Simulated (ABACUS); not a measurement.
# BaTiO3 (P4mm) in ABACUS: reference runs, part 2 of 2

ABACUS 3.10.1. Earlier steps stand in the parts before.

## (3) Single point, PBE (atoms moved at random, drawn with an rms of 0.05 Å)

Input file INPUT:

```
INPUT_PARAMETERS
suffix              BaTiO3
calculation         scf
basis_type          pw
pseudo_dir          ./
symmetry            1
dft_functional      pbe
ecutwfc             84
pseudo_rcut         10
nspin               1
nbands              24
ks_solver           dav
smearing_method     fd
smearing_sigma      0.00367493
scf_thr             1e-08
scf_nmax            100
mixing_type         broyden
mixing_beta         0.7
cal_force           1
cal_stress          1
kpar                4
```

Input file STRU:

```
ATOMIC_SPECIES
Ba 137.3270 Ba.upf
Ti 47.8670 Ti.upf
O 15.9990 O.upf

LATTICE_CONSTANT
1.8897261246

LATTICE_VECTORS
3.9998000000 0.0000000000 0.0000000000
0.0000000000 3.9998000000 0.0000000000
0.0000000000 0.0000000000 4.0180000000

ATOMIC_POSITIONS
Direct

Ba
0.0
1
-0.0099110000 0.0153840000 -0.0038750000 1 1 1

Ti
0.0
1
0.4968850000 0.5003450000 0.4933810000 1 1 1

O
0.0
3
-0.0036910000 0.5004510000 0.5125520000 1 1 1
0.5134300000 0.0004610000 0.5216300000 1 1 1
0.5064820000 0.4930380000 0.0246330000 1 1 1
```

Input file KPT:

```
K_POINTS
0
Gamma
7 7 7 0 0 0
```

Potentials or basis: PseudoDojo NC SR 0.4.1 PBE standard, plane waves.

On the command line:

```console
$ OMP_NUM_THREADS=1 mpirun -np 4 abacus > log
```

running log:

```text
ABACUS v3.10.1

               Atomic-orbital Based Ab-initio Computation at UStc

 ------------------------------------------------------------------------------------

 READING GENERAL INFORMATION
                           global_out_dir = OUT.BaTiO3/
                           global_in_card = INPUT
                               pseudo_dir = ./
                              orbital_dir =
                                    DSIZE = 4
                                    GSIZE = 1

 READING UNITCELL INFORMATION
                                    ntype = 3
                  lattice constant (Bohr) = 1.88973
              lattice constant (Angstrom) = 1

 READING ATOM TYPE 1
                               atom label = Ba
                      L=0, number of zeta = 1
                      L=1, number of zeta = 1
                      L=2, number of zeta = 1
             number of atom for this type = 1

 READING ATOM TYPE 2
                               atom label = Ti
                      L=0, number of zeta = 1
                      L=1, number of zeta = 1
                      L=2, number of zeta = 1
             number of atom for this type = 1

 READING ATOM TYPE 3
                               atom label = O
                      L=0, number of zeta = 1
                      L=1, number of zeta = 1
                      L=2, number of zeta = 1
             number of atom for this type = 3

                        TOTAL ATOM NUMBER = 5
DIRECT COORDINATES
    atom                   x                   y                   z     mag                  vx                  vy                  vz
taud_Ba1            0.9900890000        0.0153840000        0.9961250000  0.0000        0.0000000000        0.0000000000        0.0000000000
taud_Ti1            0.4968850000        0.5003450000        0.4933810000  0.0000        0.0000000000        0.0000000000        0.0000000000
taud_O1            0.9963090000        0.5004510000        0.5125520000  0.0000        0.0000000000        0.0000000000        0.0000000000
taud_O2            0.5134300000        0.0004610000        0.5216300000  0.0000        0.0000000000        0.0000000000        0.0000000000
taud_O3            0.5064820000        0.4930380000        0.0246330000  0.0000        0.0000000000        0.0000000000        0.0000000000

                          Volume (Bohr^3) = 433.794
                             Volume (A^3) = 64.2815

 Lattice vectors: (Cartesian coordinate: in unit of a_0)
              +3.9998                  +0                  +0
                   +0             +3.9998                  +0
                   +0                  +0              +4.018
 Reciprocal vectors: (Cartesian coordinate: in unit of 2 pi/a_0)
            +0.250013                  -0                  +0
                   -0           +0.250013                  -0
                   +0                  -0            +0.24888
 The esolver type has been set to : ksdft_pw

                PAO radial cut off (Bohr) = 10

 Read in pseudopotential file is Ba.upf
                     pseudopotential type = NC
          exchange-correlation functional = PBE
                 nonlocal core correction = 1
                        valence electrons = 10
                                     lmax = 2
                           number of zeta = 3
                     number of projectors = 6
                           L of projector = 0
[... 5 lines left out ...]
                PAO radial cut off (Bohr) = 10

 Read in pseudopotential file is Ti.upf
                     pseudopotential type = NC
          exchange-correlation functional = PBE
                 nonlocal core correction = 1
                        valence electrons = 12
                                     lmax = 2
                           number of zeta = 4
[... 7 lines left out ...]
                PAO radial cut off (Bohr) = 10

 Read in pseudopotential file is O.upf
                     pseudopotential type = NC
          exchange-correlation functional = PBE
[... 138 lines left out ...]
[... 142 further k points ...]

                               nkstot now = 172
[... K-POINTS DIRECT COORDINATES: 172 rows ...]

           k-point number in this process = 43
       minimum distributed K point number = 43
[... stars of the k points ...]

[... K-POINTS CARTESIAN COORDINATES: 43 rows ...]

[... K-POINTS DIRECT COORDINATES: 43 rows ...]

 SETUP PLANE WAVES FOR WAVE FUNCTIONS
     energy cutoff for wavefunc (unit:Ry) = 84
              fft grid for wave functions = [ 45, 45, 45 ]
                    number of plane waves = 6627
                         number of sticks = 421

 PARALLEL PW FOR WAVE FUNCTIONS
     PROC   COLUMNS(POT)             PW
        1            421           6627
 --------------- sum -------------------
        1            421           6627

 SETUP NONLOCAL PSEUDOPOTENTIALS IN PLANE WAVE BASIS
 Ba non-local projectors:
 projector 1 L=0
 projector 2 L=0
 projector 3 L=1
 projector 4 L=1
 projector 5 L=2
 projector 6 L=2
 Ti non-local projectors:
 projector 1 L=0
 projector 2 L=0
 projector 3 L=1
 projector 4 L=1
 projector 5 L=2
 projector 6 L=2
 O non-local projectors:
 projector 1 L=0
 projector 2 L=0
 projector 3 L=1
 projector 4 L=1
 projector 5 L=2
      TOTAL NUMBER OF NONLOCAL PROJECTORS = 75

 Init Non-Local PseudoPotential table :
 Init Non-Local-Pseudopotential done.

                                     npwx = 5648

 Make real space PAO into reciprocal space.
       max mesh points in Pseudopotential = 1001
     dq(describe PAO in reciprocal space) = 0.01
                                    max q = 1104

 number of pseudo atomic orbitals for Ba is 3
WARNING: norm of atomic wavefunction # 3 of atomic type Ba is 0.995853, renormalized

 number of pseudo atomic orbitals for Ti is 4
WARNING: norm of atomic wavefunction # 3 of atomic type Ti is 0.999984, renormalized
WARNING: norm of atomic wavefunction # 4 of atomic type Ti is 0.999619, renormalized

 number of pseudo atomic orbitals for O is 2

 -------------------------------------------
 SELF-CONSISTENT
 -------------------------------------------
                                 init_chg = atomic

 PW ALGORITHM --------------- ION=   1  ELEC=   1--------------------------------

 Density error is 1.85876545682
                          Error Threshold = 0.01
----------------------------------------------------------
     Energy           Rydberg                 eV
----------------------------------------------------------
 E_KohnSham     -273.8687123853      -3726.1749923638
 E_Harris       -272.9210338584      -3713.2811645246
 E_Fermi        0.7602646141         10.3439307393
----------------------------------------------------------
[... 147 lines left out ...]
 Density error is 5.79452017175e-09
                          Error Threshold = 2.49176371444e-10
----------------------------------------------------------
     Energy           Rydberg                 eV
----------------------------------------------------------
 E_KohnSham     -274.7695026096      -3738.4308721171
 E_KS(sigma->0) -274.7695026096      -3738.4308721169
 E_Harris       -274.7698603812      -3738.4357398490
 E_band         -10.2156319096       -138.9908026409
 E_one_elec     -71.6904252418       -975.3982753311
 E_Hartree      59.8700976153        814.5744673847
 E_xc           -56.1141159582       -763.4717152645
 E_Ewald        -206.8350590250      -2814.1353489057
 E_entropy(-TS) -0.0000000000        -0.0000000004
 E_descf        0.0000000000         0.0000000000
 E_exx          0.0000000000         0.0000000000
 E_Fermi        0.8319500342         11.3192609160
----------------------------------------------------------

 charge density convergence is achieved
 final etot is -3738.4308721 eV
 EFERMI = 11.319260916 eV

 STATE ENERGY(eV) AND OCCUPATIONS    NSPIN == 1
 1/43 kpoint (Cartesian) = 0.0000 0.0000 0.0000 (5631 pws)
       1       -46.1445     0.00583090
       2       -22.4137     0.00583090
       3       -22.3775     0.00583090
       4       -22.3758     0.00583090
       5       -14.3990     0.00583090
       6       -6.45774     0.00583090
[... 146 lines left out ...]
      23        12.8736    3.68311e-16
      24        14.7890    8.49034e-33

[... levels at 37 further k points ...]

------------------------------------------------------------------------------------------
 TOTAL-FORCE (eV/Angstrom)
------------------------------------------------------------------------------------------
                       Ba1         0.2692478475        -0.4070467450         0.2387747932
                       Ti1        -0.0061771510         0.1757422434        -0.2869712246
                        O1         0.4533565780         0.0660340002         0.0706798983
                        O2        -0.4304862061        -0.0526732505        -0.1213088974
                        O3        -0.2859410684         0.2179437520         0.0988254305
------------------------------------------------------------------------------------------

----------------------------------------------------------------
 TOTAL-STRESS (KBAR)
----------------------------------------------------------------
        29.6233782295        -2.0747435628         4.5367954617
        -2.0747435628        25.5867476492        -1.8919043149
         4.5367954617        -1.8919043149        39.5332488153
----------------------------------------------------------------
 TOTAL-PRESSURE: 31.581125 KBAR

 --------------------------------------------
 !FINAL_ETOT_IS -3738.4308721171050820 eV
 --------------------------------------------
```

It took 3.8 min on 4 MPI ranks of AMD EPYC 7R43 (Zen 3), shared host; peak memory 0.84 GiB.

Results:

```
Free energy            : -3738.4309 eV
Pressure               : 3.2 GPa
Largest force          : 0.543 eV/Å
Band gap on the k mesh : 1.94 eV, indirect (least direct gap 2.11 eV)
```

Forces on the atoms (eV/Å):
```
Ba   0.269 -0.407  0.239
Ti  -0.006  0.176 -0.287
O    0.453  0.066  0.071
O   -0.430 -0.053 -0.121
O   -0.286  0.218  0.099
```

Levels at points of the mesh, in eV from the valence-band top:
| k point | band 17 | band 18 | band 19 | band 20 | band 21 | band 22 | band 23 | band 24 |
| --- | --- | --- | --- | --- | --- | --- | --- | --- |
| (0.00, 0.00, 0.00) | -1.05 | -0.24 | -0.21 | -0.18 | 1.94 | 2.11 | 2.18 | 4.14 |

Caveat: this release of the barium file is off; there are fewer bands than atomic start orbitals, so a level may be missed at k points of high symmetry; spin-orbit coupling is left out, which moves the levels of the heavy elements; an odd mesh through Γ misses points on the zone boundary, where band edges often lie.
